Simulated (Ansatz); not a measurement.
# Te2Mo: the cost of one run

Method: DFT PBE, scalar-relativistic, plane waves, PAW, in Ansatz 0.2.0.

### 1 The structure to begin with

Symmetry: P-3m1, No. 164, trigonal system. Conventional cell: a = 3.560 Å, b = 3.560 Å, c = 63.684 Å, α = 90.00°, β = 90.00°, γ = 120.00°. Around Te (site symmetry 3m) lie 3 Mo at 2.73 Å. Mo (site symmetry 3m) has 6 Te at 2.72 to 2.73 Å as nearest neighbours. Around Te (site symmetry 3m) lie 3 Mo at 2.72 Å.

Structure file:

```
CELL_PARAMETERS angstrom
3.56039 0.00000 0.00000
-1.78020 3.08339 0.00000
0.00000 0.00000 63.68393
ATOMIC_POSITIONS crystal
Te 0.33333 0.66667 0.14132
Mo 0.66667 0.33333 0.16944
Te 0.33333 0.66667 0.19753
Te 0.66667 0.33333 0.41287
Mo 0.33333 0.66667 0.44096
Te 0.66667 0.33333 0.46908
Te 0.33333 0.66667 0.53092
Mo 0.66667 0.33333 0.55904
Te 0.33333 0.66667 0.58713
Te 0.66667 0.33333 0.80247
Mo 0.33333 0.66667 0.83056
Te 0.66667 0.33333 0.85868
```

Slab cut from the bulk at the bulk's listed lattice constants, lower half held.

### 2 Relaxing the atoms

input.yaml

```yaml
crystal:
  lattice:
    - [3.56039174, 0.0, 0.0]
    - [-1.78019587, 3.08338969, 0.0]
    - [0.0, 0.0, 63.6839284442]
  atoms:
    - { symbol: Te, position: [0.33333333, 0.66666666, 0.14132294] }
    - { symbol: Mo, position: [0.66666667, 0.33333334, 0.16944051] }
    - { symbol: Te, position: [0.33333333, 0.66666666, 0.19752989] }
    - { symbol: Te, position: [0.66666667, 0.33333334, 0.41287004] }
    - { symbol: Mo, position: [0.33333333, 0.66666666, 0.44095943] }
    - { symbol: Te, position: [0.66666667, 0.33333334, 0.469077] }
    - { symbol: Te, position: [0.33333333, 0.66666666, 0.530923] }
    - { symbol: Mo, position: [0.66666667, 0.33333334, 0.55904057] }
    - { symbol: Te, position: [0.33333333, 0.66666666, 0.58712996] }
    - { symbol: Te, position: [0.66666667, 0.33333334, 0.80247011] }
    - { symbol: Mo, position: [0.33333333, 0.66666666, 0.83055949] }
    - { symbol: Te, position: [0.66666667, 0.33333334, 0.85867706] }
basis:
  ecutwfc: 420.0
  fft_grid_basis: typed
kpoints:
  mp_grid: { grid: [9, 9, 1] }
hamiltonian:
  xc: pbe
  pseudopotentials: { kind: paw }
scf:
  occupations: { method: gaussian, width: 0.05 }
output:
  forces: true
  eigenvalues: true
efield:
  axis: 3
  dipole_correction: true
  ramp_width: 0.04
relax:
  adjacent_minimum: "off"
  f_tol: 0.04
  max_steps: 40
  constraints: [{ sites: [0, 1, 2, 3, 4, 5] }]
```

Started as:

```bash
$ ansatz run input.yaml --threads 4 --pin off --max-ram 8847MiB --backend cpu --events-out ev --progress --plain --runs-dir out
```

What time and memory should one allow on 4 threads of Arm Neoverse V2, shared host?

About 1.9 min, with a peak of 2.1 GiB.
